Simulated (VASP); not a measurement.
Wanted: the native input for a VASP 6.6.1 run.

| Quantity | Value |
| --- | --- |
| Task | relaxation of cell and atoms |
| Functional | LDA |
| Potentials or basis | VASP PAW LDA potentials, release 64 (Ba_sv, O) |
| Cutoff | 600 eV |
| k mesh | 8 × 8 × 8 |
| Occupations | gaussian, width 0.03 eV |
| Spin | no spin polarisation |
| Further INCAR settings | ALGO = Normal; EDIFF = 1e-07; IBRION = 2; EDIFFG = -0.005; NSW = 90; ISIF = 3 |

The structure of BaO lies in POSCAR:

```
BaO                                     
1.0
    0.0000000000      2.7391047487      2.7391047487
    2.7391047487     -0.0000000000      2.7391047487
    2.7391047487      2.7391047487      0.0000000000
  Ba              O             
     1     1
Direct
     0.0000000000000000    0.0000000000000000    0.0000000000000000
     0.5000000000000000    0.5000000000000000    0.5000000000000000
```

One way to write it, as run:

INCAR

```
PREC = Accurate ; ENCUT = 600
EDIFF = 1E-7 ; ISMEAR = 0
SIGMA = 0.03 ; LREAL = F
LASPH = T ; NELM = 80
ALGO = Normal ; ISIF = 3
LWAVE = F ; LCHARG = F
GGA = CA ; IBRION = 2
NSW = 90 ; EDIFFG = -0.005
```

KPOINTS

```
regular mesh
0
Gamma
  8 8 8
```

Potentials or basis: VASP PAW LDA potentials, release 64 (Ba_sv, O).

Command:

```bash
$ cat potpaw_LDA.64/Ba_sv/POTCAR potpaw_LDA.64/O/POTCAR > POTCAR
$ mpirun -np 1 vasp_std > vasp.out
```

Results of the run:

```
Pressure after relaxing : 0.0 GPa
Band gap on the k mesh  : 1.70 eV, direct
```

Caveat: the relaxation stopped at its first step, so nothing moved; spin-orbit coupling is left out, which moves the levels of the heavy elements.

Run time: 7.8 s on 1 thread of Intel(R) Xeon(R) 6975P-C (Granite Rapids), on a shared host, peak memory 0.16 GiB.
